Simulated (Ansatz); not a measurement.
## MgS under changes of volume

One of the cells (22.740 Å³/atom); the others are scaled copies at fixed shape and fractional positions:

```
CELL_PARAMETERS angstrom
0.00000 2.83312 2.83312
2.83312 0.00000 2.83312
2.83312 2.83312 0.00000
ATOMIC_POSITIONS crystal
S 0.25000 0.25000 0.25000
Mg 0.00000 0.00000 0.00000
```

The cell comes from a database or a generator and needn't be the stable form of this composition.

- Program: Ansatz 0.2.0
- Functional: PBEsol
- Potentials or basis: all-electron LAPW, scalar-relativistic
- Cutoff: 208 eV (chosen from the basis error)
- Basis error allowed: 0.001 eV/atom
- k mesh: 8 × 8 × 8
- Occupations: fermi-dirac, width 0.05 eV
- Spin: no spin polarisation

```tsv
volume (Å³/atom)	energy over the lowest point (meV/atom)	pressure (GPa)	gap on the mesh (eV)
21.376	11.92	3.5	3.59
21.831	4.19	2.0	3.48
22.285	0.34	0.7	3.38
22.740	0.00	-0.5	3.28
23.195	?	?	?
23.650	8.55	-2.5	3.10
24.105	16.83	-3.3	3.01
```

Task: What does the run at 23.195 Å³/atom give?

Result: Energy over the lowest point 2.84 meV/atom; pressure -1.5 GPa; gap on the mesh 3.19 eV.

Worked out: A Birch-Murnaghan fit of order 3 (a polynomial in V^(-2/3)) to the other rows has its minimum at 22.56 Å³/atom with B0 = V·E''(V) = 58 GPa and B' = 4.1. It gives 2.84 meV/atom at 23.195 Å³/atom, against the run's 2.84, and -dE/dV = -1.5 GPa, against -1.5. A straight line through the other rows of the gap, of slope -4.8 eV per unit of ln V (its deformation potential), gives 3.19 eV, against the run's 3.19.

Energies are extrapolated to zero smearing.

A mesh can miss the band edges.
